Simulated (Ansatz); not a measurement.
## TiO under changes of volume

One of the cells (13.137 Å³/atom); the others are scaled copies at fixed shape and fractional positions:

```
CELL_PARAMETERS angstrom
3.05107 0.00000 0.00000
-1.52554 2.64231 0.00000
0.00000 0.00000 3.25914
ATOMIC_POSITIONS crystal
Ti 0.66667 0.33333 0.00000
O 0.00000 0.00000 0.50000
```

```yaml
Program: Ansatz 0.2.0
Functional: PBE0
Potentials_or_basis: Ansatz PAW
Cutoff: "420 eV (not typed: the program's choice for these potentials)"
k_mesh: 6 × 6 × 4
Occupations: fermi-dirac, width 0.05 eV
Spin: no spin polarisation
```

| volume (Å³/atom) | energy over the lowest point (meV/atom) | pressure (GPa) | gap on the mesh (eV) |
| --- | --- | --- | --- |
| 12.622 | 0.00 | -41.1 | 1.13 |
| 12.880 | 66.90 | -42.1 | 1.14 |
| 13.137 | 135.29 | -42.9 | 1.15 |
| 13.395 | ? | ? | ? |
| 13.653 | 275.33 | -44.1 | 1.17 |

Q: What does the run at 13.395 Å³/atom give?

A: Energy over the lowest point 204.77 meV/atom; pressure -43.5 GPa; gap on the mesh 1.16 eV.

Worked out: A Birch-Murnaghan fit of order 2 (a polynomial in V^(-2/3)) to the other rows has no minimum within the range. It gives 204.80 meV/atom at 13.395 Å³/atom, against the run's 204.77, and -dE/dV = -43.5 GPa, against -43.5. A straight line through the other rows of the gap, of slope 0.51 eV per unit of ln V (its deformation potential), gives 1.16 eV, against the run's 1.16.

Energies are extrapolated to zero smearing.

Caveats: all runs use coarse meshes; the PAW data sets come from PBE, with cores solved anew for the run's functional, which leaves a small shift of forces and pressure; the thresholds are loose for stress.

A mesh can miss the band edges.
